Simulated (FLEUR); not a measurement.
**In in FLEUR: convergence with Kmax**

Input of the first run (Kmax 2.6); the others differ in this setting and in those tied to it:

inp.xml

```xml
<?xml version="1.0" encoding="UTF-8" standalone="no"?>
<fleurInput fleurInputVersion="0.39">
   <comment>
      In                                                                                                  
   </comment>
   <calculationSetup>
      <cutoffs Kmax="2.6" Gmax="16.5" GmaxXC="16.5" numbands="0"/>
      <scfLoop itmax="60" minDistance="0.00001" maxIterBroyd="15" imix="Anderson" alpha="0.05" precondParam="0.0" spinf="2.0" sdNocoIR="T"/>
      <coreElectrons ctail="T" frcor="F" kcrel="0" coretail_lmax="0"/>
      <xcFunctional name="PBEs" relativisticCorrections="F"/>
      <magnetism jspins="1"/>
      <soc l_soc="F" theta="0.0" phi="0.0" spav="F"/>
      <expertModes spex="0" secvar="F"/>
      <geometryOptimization l_f="T" forcealpha="1.0" forcemix="BFGS" epsdisp="0.0005" epsforce="0.0002"/>
      <ldaU l_linMix="F" mixParam="0.05" spinf="1.0"/>
   </calculationSetup>
   <cell>
      <bzIntegration valenceElectrons="21.0" mode="hist" fermiSmearingEnergy="0.00183747">
         <kPointListSelection listName="default-1"/>
         <!-- k-points included here -->
         <xi:include xmlns:xi="http://www.w3.org/2001/XInclude" href="kpts.xml"> </xi:include>
      </bzIntegration>
      <!-- symmetry operations included here -->
      <xi:include xmlns:xi="http://www.w3.org/2001/XInclude" href="sym.xml"> </xi:include>
      <bulkLattice scale="1.0">
         <bravaisMatrix>
            <row-1>   -3.5574571262468848     3.5574571262468848     3.5574571262468848</row-1>
            <row-2>    3.5574571262468848    -3.5574571262468848     3.5574571262468848</row-2>
            <row-3>    3.5574571262468848     3.5574571262468848    -3.5574571262468848</row-3>
         </bravaisMatrix>
      </bulkLattice>
   </cell>
   <atomSpecies>
      <species name="Indium (In)" element="In" atomicNumber="49">
         <mtSphere radius="2.66" gridPoints="879" logIncrement="0.015"/>
         <atomicCutoffs lmax="10" lnonsphr="10"/>
         <electronConfig flipSpins="F">
            <coreConfig>(1s1/2) (2s1/2) (2p1/2) (2p3/2) (3s1/2) (3p1/2) (3p3/2) (3d3/2) (3d5/2)</coreConfig>
            <valenceConfig>(4s1/2) (4p1/2) (4p3/2) (5s1/2) (4d3/2) (4d5/2) (5p1/2) (5p3/2)</valenceConfig>
            <stateOccupation state="(5p1/2)" spinUp="0.166667" spinDown="0.166667"/>
            <stateOccupation state="(5p3/2)" spinUp="0.333333" spinDown="0.333333"/>
         </electronConfig>
         <energyParameters s="5" p="5" d="4" f="4"/>
         <lo type="SCLO" l="0" n="4" eDeriv="0"/>
         <lo type="SCLO" l="1" n="4" eDeriv="0"/>
         <lo type="SCLO" l="1" n="4" eDeriv="1"/>
         <lo type="SCLO" l="2" n="4" eDeriv="2"/>
         <lo type="SCLO" l="3" n="4" eDeriv="2"/>
      </species>
   </atomSpecies>
   <atomGroups>
      <atomGroup species="Indium (In)">
         <relPos label="                   1">.0000000000 .0000000000 .0000000000</relPos>
         <force calculate="T" relaxXYZ="TTT"/>
      </atomGroup>
   </atomGroups>
   <output dos="F" band="F" slice="F">
      <checks vchk="F" cdinf="F"/>
      <bandDOS minEnergy="-.5*Htr" maxEnergy="0.5*Htr" sigma="0.015" storeEVData="T"/>
      <vacuumDOS vacdos="F" integ="F" star="F" nstars="0" locx1="0.0" locy1="0.0" locx2="0.0" locy2="0.0" nstm="0" tworkf="0.0"/>
      <unfoldingBand unfoldBand="F" supercellX="1" supercellY="1" supercellZ="1"/>
      <plotting iplot="0" polar="F">
         <plot TwoD="T" vec1="  1.0  0.0  0.0" vec2="  0.0  1.0  0.0" vec3="  0.0  0.0  1.0" zero="  0.0  0.0  0.0" file="plot"/>
      </plotting>
      <chargeDensitySlicing numkpt="0" minEigenval="0.0" maxEigenval="0.0" nnne="0" pallst="F"/>
      <specialOutput eonly="F"/>
      <moessbauerParams electricFieldGradient="T" isomerShift="T" coreHyperfine="T" valenceHyperfine="T"/>
      <magneticCircularDichroism mcd="F" energyLo="-10.0" energyUp="0.0"/>
   </output>
  <!-- We include the file relax.xml here to enable relaxations (see documentation) -->
  <xi:include xmlns:xi="http://www.w3.org/2001/XInclude" href="relax.xml"> <xi:fallback/> </xi:include>
</fleurInput>
```

The input crystal.txt:

```
In
&input cartesian=F /
-1.8825252400  1.8825252400  1.8825252400
1.8825252400  -1.8825252400  1.8825252400
1.8825252400  1.8825252400  -1.8825252400
1.8897261246
1.0 1.0 1.0

1
49 0.0000000000  0.0000000000  0.0000000000

&kpt div1=8 div2=8 div3=8 gamma=T /
```

Potentials or basis: all-electron, FLAPW.

Launch:

```bash
$ inpgen -f crystal.txt -profile fastHighL
$ # inp.xml edited to the form shown
$ fleur_MPI
```

This isn't the form of In at room conditions, which is tetragonal.

Hardware: 1 thread of Arm Neoverse V2, with other jobs on the host.

| Kmax | energy less the tightest run, at zero smearing (meV/atom) | SCF cycles | CPU time (s) | peak memory (GiB) |
| --- | --- | --- | --- | --- |
| 2.6 | 603.94 | 13 | 11 | 0.07 |
| 3 | 135.81 | 13 | 11 | 0.07 |
| 3.4 | 28.02 | 13 | 13 | 0.07 |
| 3.8 | 5.24 | 13 | 14 | 0.07 |
| 4.2 | 0.92 | 13 | 17 | 0.07 |
| 4.6 | 0.16 | 13 | 22 | 0.07 |
| 5 | 0.03 | 13 | 27 | 0.07 |
| 5.5 | 0.00 | 13 | 38 | 0.07 |

Against the tightest run, the energy stays within 1 meV/atom from 4.2 on. The tightest run that finished is the yardstick and may itself not be fully converged.

Caveat, for the tightest run too: the cutoff is high for the widest sphere, where the basis turns nearly dependent and energies can drift low.
